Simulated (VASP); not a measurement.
Write the native input for VASP 6.6.1 that does the following.

* Task: single point
* Functional: HSE(alpha, omega)
* Potentials or basis: VASP PAW PBE potentials, release 64 (As)
* Cutoff: 520 eV
* k mesh: 5 × 5 × 5
* Occupations: fermi-dirac, width 0.05 eV
* Spin: no spin polarisation
* Share of exact exchange: 0.25
* Grid for exact exchange (PRECFOCK): Fast
* Further INCAR settings: ALGO = Normal; EDIFF = 1e-06

Crystal: As.

```
CELL_PARAMETERS angstrom
2.70368 0.00000 0.00000
0.00000 2.70368 0.00000
0.00000 0.00000 2.70368
ATOMIC_POSITIONS crystal
As 0.50000 0.50000 0.50000
```

This isn't the form of As at room conditions, which is rhombohedral.

One way to write it, as run:

POSCAR

```
As
1.0
    2.7036817444      0.0000000000      0.0000000000
    0.0000000000      2.7036817444      0.0000000000
    0.0000000000      0.0000000000      2.7036817444
As
1
Direct
    0.5000000000      0.5000000000      0.5000000000
```

INCAR.step1

```
SYSTEM = As
PREC = Accurate
ENCUT = 520
EDIFF = 1E-5
ISMEAR = -1
SIGMA = 0.05
LREAL = .False.
LASPH = .True.
NELM = 80
ALGO = Normal
ISIF = 2
LWAVE = .True.
LCHARG = .False.
GGA = PE
```

INCAR.step2

```
SYSTEM = As
PREC = Accurate
ENCUT = 520
EDIFF = 1E-6
ISMEAR = -1
SIGMA = 0.05
LREAL = .False.
LASPH = .True.
NELM = 80
ALGO = Normal
ISIF = 2
LWAVE = .False.
LCHARG = .False.
GGA = PE
LHFCALC = .True.
HFSCREEN = 0.2
AEXX = 0.25
PRECFOCK = Fast
ISTART = 1
```

KPOINTS

```
Automatic mesh
0
Gamma
  5 5 5
  0 0 0
```

Potentials or basis: VASP PAW PBE potentials, release 64 (As).

Command:

```bash
$ cat potpaw_PBE.64/As/POTCAR > POTCAR
$ cp INCAR.step1 INCAR
$ mpirun -np 1 vasp_std > vasp.out
$ cp INCAR.step2 INCAR
$ mpirun -np 1 vasp_std > vasp.out
```

Results of the run:

The pressure is -1.2 GPa. The band gap on the k mesh is none (metal or under the smearing width).

Caveat: the k mesh is coarse (spacing up to 0.46 Å⁻¹), so the values aren't converged, least of all with exact exchange; the PAW data sets were made with another functional, which shifts forces and pressure a little.

It took 12 s on 1 thread of Intel(R) Xeon(R) 6975P-C (Granite Rapids), with other jobs on the host, peak memory 0.21 GiB.
